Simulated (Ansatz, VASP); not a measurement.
## BN in VASP and in Ansatz

```
CELL_PARAMETERS angstrom
2.54422 0.00000 0.00000
-1.27211 2.20336 0.00000
0.00000 0.00000 6.64880
ATOMIC_POSITIONS crystal
B 0.33333 0.66667 0.25000
B 0.66667 0.33333 0.75000
N 0.33333 0.66667 0.75000
N 0.66667 0.33333 0.25000
```

Alike in both runs: task single point; functional PBEsol; k mesh 12 × 12 × 4; occupations gaussian, width 0.05 eV; no spin polarisation.

|  | VASP | Ansatz |
| --- | --- | --- |
| version | VASP 6.6.1 | Ansatz 0.2.0 |
| potentials or method | VASP PAW PBE potentials, release 64 (B, N) | scalar-relativistic, plane waves, PAW |
| plane-wave cutoff (eV) | 520 | 520 |
| valence electrons in the cell | 16 | 16 |

Ansatz gave:

- gap on the k mesh at the Fermi level (eV): 4.09
- least direct gap on the mesh (eV): 4.46
- pressure (GPa): -10.4
- largest component of the traceless stress (GPa): 11.23

**Question.** What did VASP give for the same quantities?

**Answer.** gap on the k mesh at the Fermi level (eV): 4.09; least direct gap on the mesh (eV): 4.46; pressure (GPa): -10.0; largest component of the traceless stress (GPa): 10.68.

Ansatz warned: «pseudo_functional_mismatch».

Caveats: the PAW data sets were made with another functional, which shifts forces and pressure a little (VASP); this functional lacks dispersion, which binds the layers, so the pressure and a relaxed spacing across them are unreliable. A k mesh can miss the band edges.
